If alumina is pictured as a lattice of closed-shell ions, lifting an electron across the gap means taking it from an oxygen ion and putting it on an aluminium ion. In the strictest form of this picture each ion keeps its electrons to itself, and the price should hardly depend on how the electron's wave runs through the crystal. The calculated levels of corundum disagree. At the centre of the Brillouin zone the step from the highest filled to the lowest empty level is 6.167 eV, and at the point (0.5, 0.5, 0) it is 9.641 eV, more than half as much again.

Kohn-Sham levels of corundum (Al2O3, 10-atom cell, geometry as given), computed with GPAW 26.7.0 using LDA without spin polarisation or spin-orbit coupling, PAW data sets gpaw-data 1.2.1, a 600 eV plane-wave cutoff, a 6×6×6 k mesh and Fermi-Dirac smearing of 0.05 eV. Levels are counted from the highest filled level on the mesh.

```
point a (reciprocal cell vector)  point b (reciprocal cell vector)  point c (reciprocal cell vector)  level under 4 (eV)  level under 3 (eV)  level under 2 (eV)  level under 1 (eV)  level over 1 (eV)  level over 2 (eV)
                          0.0000                            0.0000                            0.0000              -0.512              -0.039              -0.039               0.000              6.167              8.984
                          0.1667                            0.0000                           -0.1667              -0.831              -0.526              -0.147              -0.068              7.594              9.659
                          0.1667                            0.1667                            0.0000              -0.752              -0.486              -0.146              -0.052              6.931              9.506
                          0.3333                            0.0000                            0.1667              -0.797              -0.699              -0.292              -0.169              7.895              9.947
                          0.5000                            0.0000                            0.0000              -0.931              -0.931              -0.281              -0.281              9.315              9.315
                          0.5000                            0.5000                            0.0000              -1.047              -0.938              -0.754              -0.266              9.375              9.607
                          0.5000                            0.5000                            0.5000              -0.390              -0.390              -0.390              -0.390              8.556              8.556
```

Each row is one wave vector k, given by its three components along the reciprocal cell vectors. It tells how the phase of an electron's wave changes from one cell to the next; in the first row, the zone centre, every cell repeats the same phase. "Level under 1" is the highest filled level at that k, "level over 1" the lowest empty one, and the zero is the highest filled level found on the mesh. The step discussed here is the difference between these two at the same k.

A growing step can have its origin at either end, so the first candidate is that the filled level sinks. The table settles this by subtraction. Between the centre and (0.5, 0.5, 0) the empty level climbs by 3.208 eV while the filled one falls by only 0.266 eV. At every listed point away from the centre, the climb makes up at least 85 % of the growth. What needs explaining is therefore the empty level.

The second candidate is tempting. An electron lifted into an otherwise empty band may move almost as it would in vacuum, with nothing but kinetic energy:

E = ħ²k²/2m

Here E is the height above the lowest empty level at the centre, k the length of the wave vector, m the free electron mass and ħ the reduced Planck constant. The formula puts the seven points in the right order, since the empty level does rise whenever k is longer. At (0.5, 0.5, 0) it even gives the right height, 3.10 eV against the computed 3.21 eV.

That agreement does not survive a look at shorter wave vectors, which mean longer waves. There, far from the zone boundary, the formula for an almost free electron should hold best. Take the point (0.1667, 0.1667, 0), for which the shape of the cell gives k = 0.30 Å⁻¹. With ħ²/2m = 3.8 eV Å², the free wave should rise by 3.8 × 0.30² = 0.34 eV. The computed level rises by 0.764 eV, more than twice as much. The true band starts much too steeply for a free electron and then flattens, and near (0.5, 0.5, 0) it happens to meet the free curve.

The zone centre offers a second test. In a crystal, a wave vector that is longer by a whole reciprocal vector belongs to the same point of the zone, so free waves would also supply higher levels at the centre. The lowest of these would lie 8.0 eV above the first empty level. The calculation finds the second empty level only 2.8 eV above the first. The crystal has rearranged the empty states far too strongly for the picture of an almost free electron.

One feature of the table still seems to speak for free waves. At (0.5, 0, 0) and at (0.5, 0.5, 0.5) the two lowest empty levels coincide, just as two free waves of equal length and opposite direction would. But the filled levels coincide there too, in pairs at the first point and all four listed at the second, and nobody would call those oxygen electrons free. At (0.5, 0.5, 0), where strictly free waves would pair as well, filled and empty levels alike are split.

The common cause is symmetry. Corundum has a glide plane, a mirror combined with a shift by half a repeat distance. Applied twice, it moves the crystal by one full repeat, and at the two points with coinciding levels this reverses the sign of the wave. Applied once, it must then multiply a state by i or by −i. The complex conjugate of that state belongs to −k, which here is the same point of the zone. It has the same energy and carries the opposite factor, so the levels come in pairs. The point (0.5, 0.5, 0.5) lies on the threefold axis, which already doubles some levels, and these become groups of four. At (0.5, 0.5, 0) the double glide leaves the sign unchanged, and the pairing is no longer enforced. An almost free electron would obey the same rule, so the pattern of pairs and splittings speaks neither for nor against it.

The third candidate starts from the orbitals. The lowest empty states of alumina are known to be s-like, built from aluminium and oxygen orbitals wide enough to overlap from ion to ion. In the lowest of these states at the centre, ions of the same kind should carry the same phase, inside the cell as well as from cell to cell. An oxygen p orbital has one positive and one negative lobe, so its contacts with such a uniform wave largely cancel, though not fully, because the oxygen site has no centre of inversion. As k grows, the phase differs between the two sides of the oxygen ion, the cancellation fails, and the empty state mixes with filled p states. Two levels that mix push each other apart, and the empty one goes up. The wide s orbitals also overlap with one another, and the loss of their common phase raises the level further.

The mixing also helps to explain why the top of the filled levels moves so little. Six oxygen ions in the cell supply eighteen p bands, and those that mix strongly with the empty state are pushed down, away from the top. What remains at the top are combinations that hardly take part. This division of roles is a theoretical argument, since the table contains energies and not orbital shapes. It also gives a rule for judging a related oxide: wide s orbitals at the bottom of the empty band make it steep, while compact orbitals that barely touch leave it flat.

The simplest model of this repulsion has two levels, separated at the centre by the gap E₀, with a coupling that grows in proportion to k. For two such levels, the product E(E + E₀) equals the square of the coupling. Dividing by E₀ and collecting the constants in one number r gives

E(1 + E/E₀) = r ħ²k²/2m

For small E the electron behaves as if it had the mass m/r. Higher up, the term E/E₀ makes the band bend over, because levels that are already far apart repel each other less. The model replaces many p bands by a single partner and lets r absorb the bare kinetic energy and the overlap among the s orbitals as well. It also places that partner at the top of the filled levels, although the p bands that mix most should lie deeper.

With E₀ taken from the table, r was fitted to the three points inside the zone, which gives a mass of about 0.43 m. The point worked above, which was one of the three, now has a right-hand side of 0.34 eV / 0.43 ≈ 0.8 eV. The equation is then solved by E ≈ 0.72 eV, about 5 % below the computed rise. A plain parabola with one slope fitted to the same points does worse, as the printout after this text shows. The numbers thus favour a band that is light at the bottom and bends over. They can't single out mixing with p states as the reason, because three points in different directions would suit other bending curves too. The misses also run in order: the model is too low at the shortest k and too high at the longest. The band seems to bend more than the model, whereas a deeper partner would bend it less, so part of the bending probably has another source. The mass at the very bottom is then likely to be lighter than the fitted one; the shortest point alone gives about 0.40 m.

The three points on the zone boundary, which took no part in the fit, show where the model ends. It places the empty level too high at each of them, by between 0.5 and 1.1 eV. This is what theory leads one to expect. A band made of overlapping orbitals has a finite width and must level off, whereas the formula goes on climbing. It fails the test at the zone centre just as the free wave did: continued to the shortest reciprocal vector, it would also put the second empty level about 8 eV above the first. The model therefore describes the lower part of the band and should not be used to estimate its top.

The mass itself carries the faults of the method. LDA makes gaps too small, and levels that lie too close together mix too strongly, which tends to make the mass too light. The cell was also used as given, and in this run it is under a tension of about 9.5 GPa, so gap and mass belong to this volume and not to the one LDA would choose.

While the empty band has a clear minimum at the centre, the top of the filled band is less certain. At (0.1667, 0.1667, 0) the highest filled level lies only 0.052 eV below its value at the centre, and a band this flat could have its true maximum between the mesh points. Whether the smallest gap of this crystal joins two states of the same k thus remains open, and a finer mesh around the centre would be the way to decide it.

Numerical output:

```
Which end moves (share is undefined at the centre and printed as 0):
     row  k in 1/A  step eV  rise of empty level eV  fall of filled level eV  share of rise in %
     0.0         0    6.167                       0                        0                   0
  0.1667      0.44    7.662                   1.427                    0.068               95.45
  0.1667    0.3009    6.983                   0.764                    0.052               93.63
  0.3333    0.5019    8.064                   1.728                    0.169               91.09
     0.5    0.7993    9.596                   3.148                    0.281               91.81
     0.5    0.9024    9.641                   3.208                    0.266               92.34
     0.5    0.7253    8.946                   2.389                     0.39               85.97
Wave models (ratio is undefined at the centre and printed as 0):
     row  free wave eV  rise over free wave  parabola less table eV  coupled levels less table eV
     0.0             0                    0                       0                             0
  0.1667        0.7375                1.935                -0.04215                      -0.01877
  0.1667        0.3449                2.215                 -0.1164                      -0.04011
  0.3333        0.9598                  1.8                 0.07423                        0.0249
     0.5         2.434                1.293                   1.423                        0.4558
     0.5         3.102                1.034                   2.618                         1.083
     0.5         2.004                1.192                   1.375                        0.7325
Growth of the step from the centre to (0.5 0.5 0) in %: 56.33
Span of lowest empty level over span of highest filled level: 8.226
Second empty level above the first at the centre in eV: 2.817
Free wave at the shortest reciprocal vector (1 1 1) in eV: 8.018
Splitting of the two empty levels at (0.5 0.5 0) in eV: 0.232
Splitting of the upper two filled levels at (0.5 0.5 0) in eV: 0.488
Splitting of the lower two filled levels at (0.5 0.5 0) in eV: 0.109
Mass at the band bottom from the parabola in free masses: 0.5325
Mass at the band bottom from the coupled levels in free masses: 0.4263
Rms miss of the parabola at the inner points in eV: 0.08336
Rms miss of the coupled levels at the inner points in eV: 0.02933
```
